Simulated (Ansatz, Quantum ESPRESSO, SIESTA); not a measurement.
TiB2: programs and potentials compared

```
Ti B
1.0
     3.02920    0.00000    0.00000
    -1.51460    2.62336    0.00000
     0.00000    0.00000    3.22840
Ti B
1 2
Direct
  0.00000 0.00000 0.00000
  0.66667 0.33333 0.50000
  0.33333 0.66667 0.50000
```

Alike in all runs: task band structure; functional PBEsol; k mesh 10 × 10 × 8; occupations fermi-dirac, width 0.05 eV; no spin polarisation; no spin-orbit coupling. Pressure is positive in compression and, in plane waves, holds the error of the finite cutoff, which Ansatz's Pulay term estimates and takes out.

```tsv
program and potentials	plane-wave cutoff (eV)	notes	pressure (GPa)
Ansatz, Ansatz PAW	420	potentials made for PBE, which Ansatz adapts in part; Pulay term of +0.21 GPa included	-5.06
SIESTA, files PseudoDojo sr-pbesol-0.4.1-standard, DZP (energy shift 0.003 Ry; two zetas on semicore shells)	-	atomic basis	-2.14
Quantum ESPRESSO, GBRV 1.5 PBEsol	612	-	-4.87
Ansatz, all-electron LAPW, scalar-relativistic	-	-	?
```

Question: Estimate from the other rows what the run with Ansatz, all-electron LAPW, scalar-relativistic gave.

Answer: Pressure -5.09 GPa. The other rows, which needn't bracket it: pressure -5.06 to -2.14.
